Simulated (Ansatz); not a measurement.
Cold compression of Te (begun as hcp type, now distorted hcp)

```xyz
2
Lattice="4.0676 0.0000 0.0000 -2.0338 3.5226 0.0000 0.0000 0.0000 4.3933" Properties=species:S:1:pos:R:3 pbc="T T T"
Te    0.0000    2.3484    1.0983
Te    2.0338    1.1742    3.2950
```

The cell comes from a relaxation on PAW files under the same functional, begun from a prototype that needn't be the stable phase.

The start type wasn't kept: the relaxed cell is distorted hcp.

Its volume is scaled, and at each volume shape and atoms are relaxed on PAW files; all methods then take that cell.

Computed with Ansatz 0.2.0; functional PBE, scalar-relativistic. Settings: a Γ-centred 14×14×8 k mesh, Fermi–Dirac smearing of 0.1 eV, no spin polarisation. Methods: LAPW: all electrons, basis error target 1 meV/atom; PAW: frozen-core files, cutoff 420 eV; crystal datasets: all electrons, by PAW datasets that the program makes for each cell; norm-conserving: pseudopotentials, cutoff 1120 eV; PAW (partial waves polarizable): frozen-core files, cutoff 420 eV.

Energies are extrapolated to zero smearing and count from the unscaled cell; pressure is positive in compression; gaps take the mesh and a band path. No temperature or zero-point motion is included.

Spin–orbit coupling is left out, which matters for the heavy atoms.

```csv
V/V0,V (Å³/atom),P LAPW (GPa),ΔE LAPW (eV/atom),P PAW − LAPW (GPa),ΔE PAW − LAPW (meV/atom),space group,shortest distance (Å)
1.00,31.48,0.04,0.000,-0.01,0.0,P6_3/mmc,3.216
0.90,28.33,4.97,0.045,-0.02,-0.1,P6_3/mmc,3.134
0.80,25.18,12.92,0.215,-0.02,-0.3,P6_3/mmc,3.061
0.70,22.03,26.3,0.575,-0.02,-0.6,P6_3/mmc,3.026
0.60,18.89,58.1,1.360,-0.02,-1.0,P6_3/mmc,2.919
0.50,15.74,127.6,?,0.02,-1.1,P6_3/mmc,2.768
0.40,12.59,292.6,?,0.18,0.5,P6_3/mmc,2.588
```

**Question.** What belongs in the row "0.40", column "ΔE LAPW (eV/atom)"?

**Answer.** 6.970.

**Question.** Give the missing entry: row "0.50", column "ΔE LAPW (eV/atom)".

**Answer.** 3.095.

**Question.** From the table, what is the rise of the enthalpy H = E + pV up to the last row, and how stiff is the crystal between the last two rows?

**Answer.** ΔH = 6.970 eV + (292.6 GPa × 12.59 Å³ − 0.04 GPa × 31.48 Å³) × 0.006242 eV/(GPa·Å³) = 29.95 eV/atom, of which pV makes 77 %. The mean bulk modulus there is −ΔP/Δln V = 739 GPa.

**Question.** At the smallest volume, how far do crystal datasets and norm-conserving and PAW (partial waves polarizable) lie from LAPW in pressure?

**Answer.** crystal datasets: 0.00 GPa; norm-conserving: +0.32 GPa; PAW (partial waves polarizable): +0.18 GPa, on a LAPW pressure of 292.6 GPa.
